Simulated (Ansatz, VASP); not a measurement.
## Sb: VASP beside Ansatz

```
Sb
1.0
     3.06174    0.00000    0.00000
     0.00000    3.06174    0.00000
     0.00000    0.00000    3.06174
Sb
1
Direct
  0.00000 0.00000 0.00000
```

Alike in both runs: functional PBEsol; k mesh 14 × 14 × 14; occupations gaussian, width 0.1 eV; no spin polarisation.

Ansatz relaxed the structure, and its values are those at the end. VASP's run is a single point on that final structure, the one shown.

|  | VASP | Ansatz |
| --- | --- | --- |
| version | VASP 6.6.1 | Ansatz 0.2.0 |
| potentials or method | VASP PAW PBE potentials, release 64 (Sb) | scalar-relativistic, plane waves, PAW |
| plane-wave cutoff (eV) | 520 | 420 |
| valence electrons in the cell | 5 | 15 |

|  | VASP | Ansatz | Ansatz less VASP |
| --- | --- | --- | --- |
| gap on the k mesh at the Fermi level (eV) | none | none | - |
| pressure (GPa) | 0.1 | 0.0 | -0.12 |

A gap of «none» marks a metal or a gap that the smearing closes. The two sets of potentials don't hold the same shells in valence.

Caveats: the PAW data sets were made with another functional, which shifts forces and pressure a little (VASP). Spin-orbit coupling is left out, which matters for the levels of Sb.
